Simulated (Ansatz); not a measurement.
## Relaxation path: S (A7 type)

DFT, PBE, PAW with Ansatz's default frozen-core files, scalar-relativistic (Ansatz 0.2.0); a Γ-centred 13×13×13 k mesh, Fermi–Dirac smearing of 0.05 eV, no spin polarisation. The run relaxes shape and atoms at held volume.

Command: `ansatz run input.yaml --threads 1 --pin off --max-ram 2048MiB --backend cpu --events-out ev --progress --plain --runs-dir out` It took 22 s on 1 thread of Intel(R) Xeon(R) Platinum 8488C (Sapphire Rapids), with other jobs on the host, peak memory 0.4 GiB.

PAW: frozen-core files, cutoff 420 eV; forces are relaxed below 0.005 eV/Å.

Each step lists its free energy a cell above the last geometry, the pressure, the cell vectors (Å), and Cartesian positions (Å) with forces (eV/Å).

The first step:

```
step 1  dF = 40.12 meV  P = 34.5 GPa
  cell 1.6797 -0.9698 2.7459  0.0000 1.9395 2.7459  -1.6797 -0.9698 2.7459
  S 0.0000 0.0000 2.0594   0.0000 0.0000 0.0000
  S 0.0000 0.0000 -2.0594   0.0000 0.0000 0.0000
```

**Question.** Where does the relaxation end, and by which steps?

**Answer.** After 9 geometries, with conventional a, b, c = 3.174, 3.174, 4.613 Å, at 13.418 Å³/atom and 30.6 GPa in space group R-3m, with a shortest distance of 2.392 Å. The further steps:
```
step 2  dF = 40.05 meV  P = 34.5 GPa
  cell 1.6787 -0.9692 2.7490  0.0000 1.9384 2.7490  -1.6787 -0.9692 2.7490
  S 0.0000 0.0000 2.0618   0.0000 0.0000 0.0000
  S 0.0000 0.0000 -2.0618   0.0000 0.0000 0.0000
step 3  dF = 39.59 meV  P = 34.4 GPa
  cell 1.6762 -0.9678 2.7571  0.0000 1.9356 2.7571  -1.6762 -0.9678 2.7571
  S 0.0000 0.0000 2.0679   0.0000 0.0000 0.0000
  S 0.0000 0.0000 -2.0679   0.0000 0.0000 0.0000
step 4  dF = 37.31 meV  P = 34.4 GPa
  cell 1.6703 -0.9643 2.7769  0.0000 1.9287 2.7769  -1.6703 -0.9643 2.7769
  S 0.0000 0.0000 2.0827   0.0000 0.0000 0.0000
  S 0.0000 0.0000 -2.0827   0.0000 0.0000 0.0000
step 5  dF = 31.50 meV  P = 34.2 GPa
  cell 1.6565 -0.9564 2.8231  0.0000 1.9128 2.8231  -1.6565 -0.9564 2.8231
  S 0.0000 0.0000 2.1173   0.0000 0.0000 0.0000
  S 0.0000 0.0000 -2.1173   0.0000 0.0000 0.0000
step 6  dF = 12.94 meV  P = 32.8 GPa
  cell 1.6221 -0.9365 2.9443  0.0000 1.8730 2.9443  -1.6221 -0.9365 2.9443
  S 0.0000 0.0000 2.2083   0.0000 0.0000 0.0000
  S 0.0000 0.0000 -2.2083   0.0000 0.0000 0.0000
step 7  dF = 0.12 meV  P = 30.4 GPa
  cell 1.5849 -0.9150 3.0843  0.0000 1.8300 3.0843  -1.5849 -0.9150 3.0843
  S 0.0000 0.0000 2.3132   0.0000 0.0000 0.0000
  S 0.0000 0.0000 -2.3132   0.0000 0.0000 0.0000
step 8  dF = 0.14 meV  P = 30.8 GPa  (not accepted)
  cell 1.5899 -0.9179 3.0647  0.0000 1.8359 3.0647  -1.5899 -0.9179 3.0647
  S 0.0000 0.0000 2.2985   0.0000 0.0000 0.0000
  S 0.0000 0.0000 -2.2985   0.0000 0.0000 0.0000
step 9  dF = 0.00 meV  P = 30.6 GPa
  cell 1.5872 -0.9164 3.0750  0.0000 1.8328 3.0750  -1.5872 -0.9164 3.0750
  S 0.0000 0.0000 2.3063   0.0000 0.0000 0.0000
  S 0.0000 0.0000 -2.3063   0.0000 0.0000 0.0000
step 10  dF = -0.75 meV  P = 30.6 GPa  (same geometry on a basis chosen anew; earlier energies don't compare to the last digit)
  cell 1.5872 -0.9164 3.0750  0.0000 1.8328 3.0750  -1.5872 -0.9164 3.0750
  S 0.0000 0.0000 2.3063   0.0000 0.0000 0.0000
  S 0.0000 0.0000 -2.3063   0.0000 0.0000 0.0000
```
